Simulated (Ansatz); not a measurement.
# HfB (rocksalt): exact exchange against the cheap answer (a further series)

Aim: see how the gap and pressure of HfB (rocksalt) move with the amount and range of exact exchange, and what each run costs.

Computed with Ansatz 0.2.0 (DFT at several levels, plane waves, PAW, unless a step's input says otherwise).

## Step 1: The structure to begin with

Symmetry: Fm-3m, No. 225, cubic system. Conventional cell: a = 4.620 Å, b = 4.620 Å, c = 4.620 Å, α = 90.00°, β = 90.00°, γ = 90.00°. Hf (site symmetry m-3m) has 6 B at 2.31 Å in its first shell of neighbours. Around B (site symmetry m-3m) lie 6 Hf at 2.31 Å.

As a file:

```
Hf B
1.0
     0.00000    2.31000    2.31000
     2.31000    0.00000    2.31000
     2.31000    2.31000    0.00000
Hf B
1 1
Direct
  0.50000 0.50000 0.50000
  0.00000 0.00000 0.00000
```

An earlier run on this cell at PBE gave 29.89 GPa at 12.326 Å³/atom (8×8×8 mesh), a metal on this mesh. The cell is compressed at this level.

All runs below keep this geometry.

Levels to run, all on a 6×6×6 mesh: LC-ωPBE; HSE06 form (screening 0.3 Å⁻¹); HSE06 form (screening 0.6 Å⁻¹). Hardware: 4 threads of Arm Neoverse V1, shared host.

An earlier series ran PBE on this mesh: volume 12.326 Å³/atom, pressure 29.76 GPa, a metal on this mesh.

## Step 2: LC-ωPBE

Input file input.yaml:

```yaml
crystal:
  lattice:
    - [0.0, 2.3100005622, 2.3100005622]
    - [2.3100005622, 0.0, 2.3100005622]
    - [2.3100005622, 2.3100005622, 0.0]
  atoms:
    - { symbol: Hf, position: [0.5, 0.5, 0.5] }
    - { symbol: B, position: [0.0, 0.0, 0.0] }
basis:
  ecutwfc: 420
  ecutrho_ratio: 4
kpoints:
  mp_grid: { grid: [6, 6, 6] }
hamiltonian:
  xc: lc_wpbe
scf:
  occupations: { method: gaussian, width: 0.05 }
  n_extra_bands: 9
output:
  forces: true
  stress: true
  eigenvalues: true
  populations: true
  dos: { projected: true, de: 0.02 }
```

On the command line:

```console
$ ansatz run input.yaml --threads 4 --pin off --max-ram 8192MiB --backend cpu --events-out ev --progress --plain --runs-dir out
```

Further steps of the session: HSE06 form (screening 0.3 Å⁻¹); HSE06 form (screening 0.6 Å⁻¹).

Q: Predict the outcome of this session. Wanted: for each run, exact exchange; change of gap; pressure.

The runs gave:

| level | exact exchange | gap on the mesh (eV) | change of gap (eV) | pressure (GPa) | wall time | CPU time |
| --- | --- | --- | --- | --- | --- | --- |
| PBE (earlier series) | 0.00 | metal | 0 | 29.8 | 0.45 s | 1.2 s |
| LC-ωPBE | by range | metal | 0 | 25.0 | 16 s | 50 s |
| HSE06 form (screening 0.3 Å⁻¹) | 0.25 | metal | 0 | 30.0 | 10 s | 34 s |
| HSE06 form (screening 0.6 Å⁻¹) | 0.25 | metal | 0 | 30.6 | 11 s | 34 s |

Changes count from PBE. Times are on 4 threads of Arm Neoverse V1, shared host; the hybrid runs also made densities of states.

Every hybrid shown leaves the cell metallic on this mesh. The pressure spans 25.0 to 30.6 GPa, negative where a level wants a smaller cell on this coarse mesh, whose own error is in all of them. «metal» means no gap on the mesh; bands that overlap can still move apart without opening one. The median run with exact exchange took 30 times the CPU time of the cheap one. Gaps are over this coarse mesh alone, and total energies of different levels can't be compared. Spin–orbit coupling is left out, though the cell holds Hf; in elements this heavy it can shift levels and gaps by tenths of an eV. The program warned that the SCF threshold is loose for the stress of this hybrid run. For a metal under a hybrid functional this mesh is coarse.
